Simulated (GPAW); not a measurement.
**How the form of the self-energy moves the gap of TiO2 (2H monolayer)**

Aim: compare treatments of exchange, screening and correlation for the gap of TiO2 (2H monolayer).

Program: GPAW 26.7.0. Level of theory: PBE and many-body steps on it, plane waves. Results are calculated unless marked as measured.

**1. Set-up**

The cell holds 3 atoms: 1 Ti and 2 O. Cell: a = 2.879 Å, b = 2.879 Å, c = 13.800 Å, α = 90.0°, β = 90.0°, γ = 120.0°. Vacuum lies along c.

Coordinates:

```
Ti O
1.0
     2.87931    0.00000    0.00000
    -1.43965    2.49355    0.00000
     0.00000    0.00000   13.80000
Ti O
1 2
Direct
  0.33333 0.66667 0.50000
  0.66667 0.33333 0.58182
  0.66667 0.33333 0.41818
```

The structure was relaxed with PBE. The runs that relaxed it are not among those shown.

**2. Empty states on the mesh, 12×12×1 mesh, 170 bands**

This step: GPAW 26.7.0; DFT, PBE, plane waves, PAW.

The sums over transitions need many empty states on a uniform mesh; this step solves for them.

Contents of run.py:

```python
import json
import numpy as np
from gpaw.mpi import world
from gpaw import GPAW

calc = GPAW('gs.gpw').fixed_density(kpts={'size': (12, 12, 1), 'gamma': True},
    nbands=198,
    convergence={'bands': 170},
    txt='nscf.txt')
calc.write('full.gpw', mode='all')
res = {}
kpts = calc.get_ibz_k_points()
res['kpts'] = kpts
res['eigenvalues'] = [calc.get_eigenvalues(kpt=k) for k in range(len(kpts))]
res['n_electrons'] = calc.get_number_of_electrons()

if world.rank == 0:
    with open('result.json', 'w') as f:
        json.dump(res, f, default=lambda x: x.tolist())
```

Started as:

```
mpirun -n 4 gpaw python run.py
```

The program printed:

```text
Diagonalizing LCAO Hamiltonian
Converting LCAO to pw mode
convergence criteria:
- Maximum integral of absolute [eigenst]ate change: 4e-08 eV^2 / valence electron
maximum number of iterations: 100

SCF iterations
|iter     |     time |      energy | eigst |  dens |
|iter:   1|  |             | +4.48 |       |
|iter:   2|  |             | +3.26 |       |
|iter:   3|  |             | +2.15 |       |
[...]
|iter:  13|  |             | -6.66 |       |
|iter:  14|  |             | -7.10 |       |
|iter:  15|  |             | -7.61c|       |
SCF steps: 15
  __  _  _
 | _ |_)|_||  |
 |__||  | ||/\| - 26.7.0

Input parameters:
  mode=PW(ecut=600.0),
  convergence={'bands': 170},
  gpts=array([18, 18, 80]),
  kpts=MonkhorstPack(size=(12, 12, 1), gamma=True),
  maxiter=100,
  nbands=198,
  occupations=Occupations(name='fermi-dirac', width=0.001, fixmagmom=False),
  parallel={},
  xc=XC(name='PBE')
# Writing to full.gpw (mode='all')
  [... matrices ...]

timing:  # [seconds]
  Total: 0.062  # ━━━━━━━━━━━━━━━━━━━━━━━━━━━━━━━━━━━━━━━━━━━━━━━━━━━━━━━━━━━
```

Run time: 94 s. Hardware: 4 MPI ranks of Arm Neoverse V2, shared host; peak memory 1.1 GiB; 6.2 min of CPU time.

This step gave:

```yaml
gap: 1.237 eV
k_of_the_valence_top: 0.25, -0.0833, 0
k_of_the_conduction_bottom: 0.5, 0.25, 0
least_direct_gap: 1.416 eV
k_points_computed: 19
lowest_point_of_the_top_converged_band_above_the_valence_top: 78.0292 eV
```

On this mesh the gap is 1.237 eV.

**3. One-shot HSE06**

This step: one-shot HSE06 levels on PBE orbitals, plane waves, PAW.

Contents of run.py:

```python
import json
import numpy as np
from gpaw.mpi import world
from gpaw.hybrids.eigenvalues import non_self_consistent_eigenvalues

dft, vxc, vxc_hyb = non_self_consistent_eigenvalues('full.gpw', 'HSE06', 10, 14, kpt_indices=[0, 4, 10, 15])
res = {'dft': dft[0], 'hybrid': (dft - vxc + vxc_hyb)[0]}
if world.rank == 0:
    with open('hybrid.txt', 'w') as f:
        for k, e0, e1 in zip([0, 4, 10, 15], res['dft'], res['hybrid']):
            print(k, ' '.join(f'{x:9.4f}' for x in e0), '|', ' '.join(f'{x:9.4f}' for x in e1), file=f)

if world.rank == 0:
    with open('result.json', 'w') as f:
        json.dump(res, f, default=lambda x: x.tolist())
```

Started as:

```
mpirun -n 4 gpaw python run.py
```

The program printed:

```text
IBZ(<points: 19, symmetries: 12>)
Occupied bands: 12
Transforming wave functions from IBZ to BZ: 0.053 seconds
Distributing wave functions and iFFT-ing to real space: 0.595 seconds
Calculating eigenvalues:
  k-points: 4
  Bands: 10-13 (inclusive)
  Seconds: 3.873 (wave-function broadcasting: 0.016 seconds)
HSE06-eigenvalue shifts:
  min: -1.209 eV
  ave: 0.051 eV
  max: 1.544 eV
```

It took 6.8 s on 4 MPI ranks; peak memory 1.6 GiB; 27 s of CPU time.

Numbers from this step:

```
starting gap on the mesh                       : 1.237 eV
hybrid gap on the mesh                         : 3.483 eV
least direct hybrid gap on the computed points : 3.636 eV
```

**4. GLLB-SC, self-consistent**

This step: DFT, GLLB-SC with its derivative discontinuity, plane waves, PAW.

Contents of run.py:

```python
import json
import numpy as np
from gpaw.mpi import world
from ase import Atoms
from gpaw import GPAW, PW, FermiDirac

atoms = Atoms(['Ti', 'O', 'O'],
    cell=[[2.8793073575, 0.0000000000, 0.0000000000],
      [-1.4396536788, 2.4935533169, 0.0000000000],
      [0.0000000000, 0.0000000000, 13.8000000000]],
    scaled_positions=[[0.3333333333, 0.6666666667, 0.5000000000],
      [0.6666666667, 0.3333333333, 0.5818219595],
      [0.6666666667, 0.3333333333, 0.4181780405]],
    pbc=(True, True, False))
calc = GPAW(mode=PW(600),
    xc='GLLBSC',
    kpts={'size': (12, 12, 1), 'gamma': True},
    occupations=FermiDirac(0.001),
    nbands=-7,
    convergence={'bands': -3},
    maxiter=120,
    txt='gllbsc.txt')
atoms.calc = calc
atoms.get_potential_energy()
homo, lumo = calc.get_homo_lumo()
response = calc.hamiltonian.xc.response
dxc_pot = response.calculate_discontinuity_potential(homo, lumo)
ks_gap, dxc = response.calculate_discontinuity(dxc_pot)
res = {'ks_gap': ks_gap, 'dxc': dxc}

if world.rank == 0:
    with open('result.json', 'w') as f:
        json.dump(res, f, default=lambda x: x.tolist())
```

Started as:

```
mpirun -n 4 gpaw python run.py
```

The program printed:

```text
[banner, memory and clock lines left out]
___ ___ ___ _ _ _
 |   |   |_  | | | |
 | | | | | . | | | |
 |__ |  _|___|_____|  26.7.0
 |___|_|

Input parameters:
  convergence: {bands: -3}
  kpts: {gamma: True,
         size: (12, 12, 1)}
  maxiter: 120
  mode: {ecut: 600.0,
         name: pw}
  nbands: -7
  occupations: {fixmagmom: False,
                name: fermi-dirac,
                width: 0.001}
  xc: GLLBSC

System changes: positions, numbers, cell, pbc, initial_charges, initial_magmoms

Initialize ...

species:
  Ti:
    name:    Titanium
    Z:       22.0
    valence: 12
    core:    10
    charge:  0.0  # [|e|]
    compensation charges:
      type: gauss
      rc: 0.38  # [Å]
      lmax: 2
    cutoffs:
      filter: 2.23  # [Å]
      core: 1.02  # [Å]
    projectors
    | kind |    occ | energy [eV] | rcut [Å] |
    |   3s |  2.000 |     -63.580 |    1.270 |
    |   4s |  2.000 |      -5.548 |    1.270 |
    |   3p |  6.000 |     -39.642 |    1.058 |
    |   4p |  0.000 |      -2.267 |    1.058 |
    |   3d |  2.000 |      -4.692 |    1.058 |
    |    d |        |      22.520 |    1.058 |

    Using partial waves for Ti as LCAO basis

  O:
    name:    Oxygen
    Z:       8.0
    valence: 6
    core:    2
    charge:  0.0  # [|e|]
    compensation charges:
      type: gauss
      rc: 0.21  # [Å]
      lmax: 2
    cutoffs:
      filter: 1.17  # [Å]
      core: 0.83  # [Å]
    projectors
    | kind |    occ | energy [eV] | rcut [Å] |
    |   2s |  2.000 |     -28.986 |    0.688 |
    |   2p |  4.000 |     -13.358 |    0.598 |
    |    s |        |      -1.774 |    0.688 |
    |    p |        |      13.853 |    0.598 |
    |    d |        |       0.000 |    0.619 |

    Using partial waves for O as LCAO basis

Reference energy: -27264.691935  # eV

Spin-paired calculation

Convergence criteria:
 Maximum [total energy] change in last 3 cyles: 0.0005 eV / valence electron
 Maximum integral of absolute [dens]ity change: 0.0001 electrons / valence electron
 Maximum integral of absolute [eigenst]ate change: 4e-08 eV^2 / valence electron
 Maximum number of scf [iter]ations: 120
 (Square brackets indicate name in SCF output, whereas a 'c' in
 the SCF output indicates the quantity has converged.)
  [... matrices ...]
Symmetries present (total): 12

  [... matrices ...]
144 k-points: 12 x 12 x 1 Monkhorst-Pack grid + [1/24,1/24,0.000000]
19 k-points in the irreducible part of the Brillouin zone
       k-points in crystal coordinates                weights
   0:    -0.00000000   -0.00000000    0.00000000          1/144
   1:     0.08333333   -0.00000000    0.00000000          6/144
   2:     0.16666667   -0.08333333    0.00000000          6/144
   3:     0.16666667   -0.00000000    0.00000000          6/144
   4:     0.25000000   -0.08333333    0.00000000         12/144
   5:     0.25000000   -0.00000000    0.00000000          6/144
   6:     0.33333333   -0.16666667    0.00000000          6/144
   7:     0.33333333   -0.08333333    0.00000000         12/144
   8:     0.33333333   -0.00000000    0.00000000          6/144
   9:     0.33333333    0.33333333    0.00000000          2/144
          ...
  18:     0.50000000    0.50000000    0.00000000          3/144

Wave functions: Plane wave expansion
  Cutoff energy: 600.000 eV
  Number of coefficients (min, max): 3291, 3329
  Pulay-stress correction: 0.000000 eV/Ang^3 (de/decut=0.000000)
  Using FFTW library
  Wavefunction extrapolation:
    Improved wavefunction reuse through dual PAW basis

Occupation numbers: Fermi-Dirac:
  width: 0.0010  # eV

Eigensolver
   Davidson(niter=2)

Densities:
  Coarse grid: 18*18*80 grid
  Fine grid: 36*36*160 grid
  Total Charge: 0.000000

Density mixing:
  Method: separate
  Backend: msr1
  Linear mixing parameter: 0.05
  old densities: 10
  Width of damping distribution: 1.1
  Damping of long wavelength oscillations: 20

Hamiltonian:
  XC and Coulomb potentials evaluated on a 36*36*160 grid
  Using the GLLBSC Exchange-Correlation functional
  External potential:
    NoExternalPotential

XC parameters: GLLBSC functional being used consists of
  | Weight | Module     | Description                                   |
  |  1.000 | SCREENING  | GGA_X_PBE_SOL with 2 nearest neighbor stencil |
  |  1.000 | RESPONSE   | eps=0.0500 eV                                 |
  |  1.000 | XC         | GGA_C_PBE_SOL with 2 nearest neighbor stencil |

Memory estimate:

Total number of cores used: 4
Parallelization over k-points: 4

Number of atoms: 3
Number of atomic orbitals: 21
Number of bands in calculation: 19
Number of valence electrons: 24
Bands to converge: 16

... initialized

Initializing position-dependent things.

Density initialized from atomic densities
Creating initial wave functions:
  19 bands from LCAO basis set

          O
        Ti

          O

Atomic positions and initial magnetic moments

Positions:
   0 Ti    -0.000000    1.662369    6.900000    ( 0.0000,  0.0000,  0.0000)
   1 O      1.439654    0.831184    8.029143    ( 0.0000,  0.0000,  0.0000)
   2 O      1.439654    0.831184    5.770857    ( 0.0000,  0.0000,  0.0000)
  [... matrices ...]
Unit cell:
           periodic     x           y           z      points  spacing
  1. axis:    yes    2.879307    0.000000    0.000000    18     0.1385
  2. axis:    yes   -1.439654    2.493553    0.000000    18     0.1385
  3. axis:    no     0.000000    0.000000   13.800000    80     0.1725

  Lengths:   2.879307   2.879307  13.800000
  Angles:   90.000000  90.000000 120.000000

Effective grid spacing dv^(1/3) = 0.1564

iter:   1    -36.677694   +0.50
iter:   2    -35.048429   -0.26  -0.85
iter:   3    -34.656209   +0.72  -0.87
iter:   4    -26.406032   -0.38  -0.79
iter:   5    -26.314401   -0.40  -1.29
iter:   6    -26.719471   -0.22  -1.40
iter:   7    -26.075351   -1.24  -1.33
[...]
iter:  15    -24.882616   -4.15  -2.83
iter:  16    -24.868705   -4.14  -3.08
iter:  17    -24.866099   -4.54  -3.75
iter:  18    -24.869207c  -5.21  -3.67
iter:  19    -24.871699c  -5.31  -3.59
iter:  20    -24.873477c  -5.39  -3.77
iter:  21    -24.873955c  -5.76  -4.33c
iter:  22    -24.873940c  -6.15  -5.08c
iter:  23    -24.873856c  -6.45  -5.00c
iter:  24    -24.873853c  -6.72  -4.92c
iter:  25    -24.873777c  -6.99  -4.80c
iter:  26    -24.873791c  -7.30  -4.94c
iter:  27    -24.873778c  -7.62c -4.94c

Converged after 27 iterations.

Dipole moment: (-2.230715, 1.287904, 0.000000) |e|*Ang

Energy contributions relative to reference atoms: (reference = -27264.691935)
  [... matrices ...]
Kinetic:        +26.577111
Potential:      -29.819045
External:        +0.000000
XC:             -22.186280
Entropy (-ST):   -0.000000
Local:           +0.554436
SIC:             +0.000000
Free energy:    -24.873778
Extrapolated:   -24.873778

GLLBSC response reference energy: -7.05417 eV (from HOMO)
  [... matrices ...]
Showing only first 2 kpts
 Kpt  Band  Eigenvalues  Occupancy
  0    10     -8.34734    2.00000
  0    11     -7.22846    2.00000
  0    12     -2.96766    0.00000
  0    13     -2.07117    0.00000

  1    10     -8.44411    2.00000
  1    11     -7.15573    2.00000
  1    12     -3.23011    0.00000
  1    13     -2.10679    0.00000

Fermi level: -5.66697

Gap: 2.218 eV
Transition (v -> c):
  (s=0, k=4, n=11, [0.25, -0.08, 0.00]) -> (s=0, k=15, n=12, [0.50, 0.25, 0.00])
Direct/indirect transitions are different
Direct gap: 2.405 eV
Transition at: (s=0, k=10, n=11, [0.42, -0.17, 0.00])
  [... matrices ...]
```

Run time: 15 s. Hardware: 4 MPI ranks; peak memory 0.83 GiB; 61 s of CPU time.

This step gave:

```
starting gap on the mesh      : 2.218 eV
derivative discontinuity      : 0.6447 eV
quasiparticle gap on the mesh : 2.862 eV
```

(Continued in part 2 of 2.)

[Paths, hosts, dates, memory and timing lines, banners, echoed tables and standing remarks are left out of the program output.]

[Logs are printed without paths, hosts, clocks, repeated set-up lines and the standing remarks that a program may print on its own settings, such as how far it seeks lower states.]

[Runs of the session that timed out or met a known fault of the program may be left out.]

[Hosts, paths, dates, database ids (printed as entryN), source tags and the programs' standing remarks are cut or masked in the printed files.]
